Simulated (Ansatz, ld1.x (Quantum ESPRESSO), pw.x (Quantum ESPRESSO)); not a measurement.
# palladium (Pd) (diamond): variants of one TM potential in the solid

- Element: Pd
- Generator: ld1.x (Quantum ESPRESSO) 7.5
- Type: norm-conserving Troullier–Martins (Kleinman–Bylander form)
- Functional: PBE
- Relativity: scalar-relativistic
- Frozen core: [Kr]
- Valence charge: 10
- Reference configuration: 4d10 5s0 5p0
- Partial waves: 5p (bound, empty): rc 4.20 bohr; 4d (bound): rc 1.60 bohr; 5s (bound, empty): rc 2.75 bohr
- Local potential: the s channel
- Core correction: none

Crystal test: diamond Pd in pw.x 7.5, no spin, 8³ k-points, Fermi–Dirac smearing 0.01 Ry, cutoffs set for each file from its atomic test. The reference is all-electron LAPW (Ansatz 0.2.0) with the same functional, mesh and smearing; V0 and B0 come from Birch–Murnaghan fits to the pressures at five volumes. Errors are pseudo minus all-electron; Δ is the rms difference of the E(V) curves that follow from these fits, minima aligned, over ±6 % about the mean V0. Mesh and smearing are coarse, so the numbers serve the comparison and aren't converged zero-temperature values; the lattice is a test structure that the element need not adopt.

All-electron: a0 = 5.812 Å (V0 = 24.55 Å³/atom), B0 = 66.1 GPa.

Base: The largest radius (4.20 bohr) exceeds half the bond length (2.38 bohr), so the spheres overlap, which is one possible source of error among others. This is a poor potential for the solid. Atomic configuration tests: 1 of 7 tests not solved or not reliable.

1 further variants are left out: they gave no file fit for a test, a broken result, the same result as the base, or pressures whose basis-set error rivals the error shown.

A dash in a converged row means that the minimum lies outside the volumes sampled.

| change | cutoffs (Ry) | pw.x | a0 (Å) | a0 error (%) | B0 error (%) | Δ (meV/atom) | mean pressure error (GPa) |
| --- | --- | --- | --- | --- | --- | --- | --- |
| base | 110/440 | converged | – | – | – | – | +4.22 |
| all radii scaled by about 0.82 (s 2.26, p 3.46, d 1.32 bohr) | 110/440 | converged | – | – | – | – | +3.81 |
| all radii scaled by about 1.09 (s 2.98, p 4.56, d 1.74 bohr) | 110/440 | converged | – | – | – | – | +3.77 |
| all radii scaled by about 1.17 (s 3.22, p 4.92, d 1.88 bohr) | 100/400 | converged | 5.853 | +0.70 | +1.0 | 7.6 | +1.51 |

Question: Give the row for: all radii scaled by about 1.33 (s 3.66, p 5.60, d 2.14 bohr).

Answer: pw.x: converged; mean pressure error (GPa): -13.21.
